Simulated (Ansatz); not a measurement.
# MoS2: the cost of one run

Program: Ansatz 0.2.0. Level of theory: DFT PBE, scalar-relativistic. These are calculated values, not measurements.

**1. The starting structure**

It takes space group R3m (No. 160, trigonal). The conventional cell has a = 3.163 Å, b = 3.163 Å, c = 18.370 Å, α = 90.00°, β = 90.00°, γ = 120.00°. Mo (site symmetry 3m) has 6 S at 2.36 Å as nearest neighbours. Around S (site symmetry 3m) lie 3 Mo at 2.36 Å.

As a file:

```cif
data_structure
_symmetry_space_group_name_H-M 'R3m:H'
_symmetry_Int_Tables_number 160
_cell_length_a 3.1630
_cell_length_b 3.1630
_cell_length_c 18.3700
_cell_angle_alpha 90.000
_cell_angle_beta 90.000
_cell_angle_gamma 120.000
_cell_volume 159.16
loop_
_atom_site_label
_atom_site_type_symbol
_atom_site_symmetry_multiplicity
_atom_site_Wyckoff_symbol
_atom_site_fract_x
_atom_site_fract_y
_atom_site_fract_z
_atom_site_occupancy
Mo1 Mo 3 a 0.00000 0.00000 0.00000 1
S1 S 3 a 0.66667 0.33333 0.08173 1
S2 S 3 a 0.33333 0.66667 0.25157 1
```

The file gives the conventional cell by its symmetry; the runs use the cell typed in the input.

Atoms are numbered in the order of the input: Mo1, S2, S3.

**2. After the deformation**

Space group R3m before, R3m after.

**3. All-electron LAPW**

Input file input.yaml:

```yaml
crystal:
  lattice:
    - [1.5815003568, 0.9130796567, 6.1845633]
    - [-1.5815003568, 0.9130796567, 6.1845633]
    - [0.0, -1.8261593134, 6.1845633]
  atoms:
    - { symbol: Mo, position: [0.0, 0.0, 0.0] }
    - { symbol: S, position: [0.7484, 0.7484, 0.7484] }
    - { symbol: S, position: [0.5849, 0.5849, 0.5849] }
kpoints:
  mp_grid: { grid: [13, 13, 13] }
  band_path:
    path:
      - [0.0, 0.0, 0.0]
      - [0.5, 0.5, 0.5]
      - [0.8188019153, 0.1811980847, 0.5]
      - [0.5, -0.1811980847, 0.1811980847]
      - [0.5, 0.0, 0.0]
      - [0.0, 0.0, 0.0]
      - [0.3405990424, -0.3405990424, 0.0]
      - [0.6594009576, 0.0, 0.3405990424]
      - [0.5, 0.0, 0.5]
    npoints: 5
scf:
  occupations: { method: fermi_dirac, width: 0.05 }
hamiltonian:
  xc: pbe
  pseudopotentials: { kind: all_electron, lapw: { basis_error: 0.0005 } }
output:
  forces: true
  stress: true
  eigenvalues: true
```

The run is started by

```
$ ansatz run input.yaml --threads 1 --pin off --max-ram 4096MiB --backend cpu --events-out ev --progress --plain --runs-dir out
```

Q: Estimate wall time and peak memory on 1 thread of Intel Xeon 6975P-C (Granite Rapids), shared host.

About 1.7 min, with a peak of 1 GiB.
